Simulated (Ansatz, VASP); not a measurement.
**Au in VASP and in Ansatz**

```xyz
7
Lattice="2.9402 0.0000 0.0000 0.0000 2.9402 0.0000 0.0000 0.0000 27.4743" Properties=species:S:1:pos:R:3 pbc="T T T"
Au    1.4701    1.4701    7.5490
Au    0.0000    0.0000    9.5947
Au    1.4701    1.4701   11.6666
Au    0.0000    0.0000   13.7372
Au    1.4701    1.4701   15.8077
Au    0.0000    0.0000   17.8797
Au    1.4701    1.4701   19.9254
```

Alike in both runs: functional PBE; k mesh 12 × 12 × 1; occupations gaussian, width 0.1 eV; no spin polarisation.

Ansatz relaxed the structure, and its values are those at the end. VASP's run is a single point on that final structure, the one shown.

|  | VASP | Ansatz |
| --- | --- | --- |
| version | VASP 6.6.1 | Ansatz 0.2.0 |
| potentials or method | VASP PAW PBE potentials, release 64 (Au) | scalar-relativistic, plane waves, PAW |
| plane-wave cutoff (eV) | 520 | 420 |
| valence electrons in the cell | 77 | 133 |

Ansatz gave:

```
gap on the k mesh at the Fermi level (eV)  : none
rms of the force components (eV/Å)         : 0.002
work function, face that differs most (eV) : 5.05
```

Problem. Which values does VASP return?

Solution. gap on the k mesh at the Fermi level (eV): none; rms of the force components (eV/Å): 0.003; work function, face that differs most (eV): 5.05.

A gap of «none» marks a metal or a gap that the smearing closes. The two sets of potentials don't hold the same shells in valence.

Spin-orbit coupling is left out, which matters for the levels of Au.
